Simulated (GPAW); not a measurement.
Input of a GPAW 26.7.0 run:

File run.py:

```python
from ase.dft.bandgap import bandgap
from ase.io import read, write
from ase.units import GPa
from gpaw import GPAW, PW

atoms = read('POSCAR')

calc = GPAW(mode=PW(600),
            xc='PBE',
            kpts={'size': (7, 7, 4), 'gamma': True},
            occupations={'name': 'fermi-dirac', 'width': 0.05},
            setups={'S': 'v3'},
            nbands=-13,
            convergence={'density': 1e-05, 'energy': 1e-05},
            maxiter=150,
            txt='gpaw.txt')
atoms.calc = calc
energy = atoms.get_potential_energy()
forces = atoms.get_forces()
stress = atoms.get_stress()
calc.write('gs.gpw')
write('result.traj', atoms)
print(f'Energy: {energy:.6f} eV')
print('Forces (eV/A):')
print(forces.round(4))
print('Stress (GPa):', (stress / GPa).round(3))
print('Fermi level:', round(calc.get_fermi_level(), 4), 'eV')
print(f'Gap: {bandgap(calc)[0]:.4f} eV, direct: {bandgap(calc, direct=True)[0]:.4f} eV')

path = atoms.cell.bandpath('GMKGALHA,LM,KH', npoints=60, eps=1e-4)
bs_calc = calc.fixed_density(kpts=path, symmetry='off', nbands=-29,
                             convergence={'bands': 'CBM+6.0', 'eigenstates': 1e-6}, txt='bands.txt')
bs = bs_calc.band_structure()
bs.write('bs.json')
print(f'Gap on the path: {bandgap(bs_calc)[0]:.4f} eV')
```

The input POSCAR:

```
CdS
1.0
    4.1500000000      0.0000000000      0.0000000000
   -2.0750000000      3.5940054257      0.0000000000
    0.0000000000      0.0000000000      6.7370000000
Cd S
2 2
Direct
    0.6666666667      0.3333333333      0.5000000000
    0.3333333333      0.6666666667      0.0000000000
    0.6666666667      0.3333333333      0.8750000000
    0.3333333333      0.6666666667      0.3750000000
```

Potentials or basis: GPAW PAW data sets (gpaw-data 1.2.1), newer versions, pw.

The run is started by

```sh
$ OMP_NUM_THREADS=1 python run.py
```

Predict the band gap on the k mesh.

1.18 eV, direct.

What does it give for the pressure?

1.8 GPa.

Predict the band gap along the path.

1.18 eV, direct.

Stress tensor (GPa, compression positive):
```
1.63 0.00 0.00
0.00 1.63 0.00
0.00 0.00 2.27
```

**What was measured.**

From “Isotope dependence of band-gap energy”, 2008, arxiv:0807.2152, for a bulk crystal of CdS: band gap 2.5809 ± 0.0002 eV.

Against the measured gap of CdS, 2.5809 eV (quoted in “Isotope dependence of band-gap energy”, 2008, arxiv:0807.2152), the calculated 1.18 eV is off by -1.40 eV. So large a miss can be the level of theory's own, or it may mean another phase, state or a wrong row. Spin-orbit coupling on Cd is left out. The value is that of PBE, without temperature or zero-point motion. Semilocal functionals fall short of measured gaps as a rule.
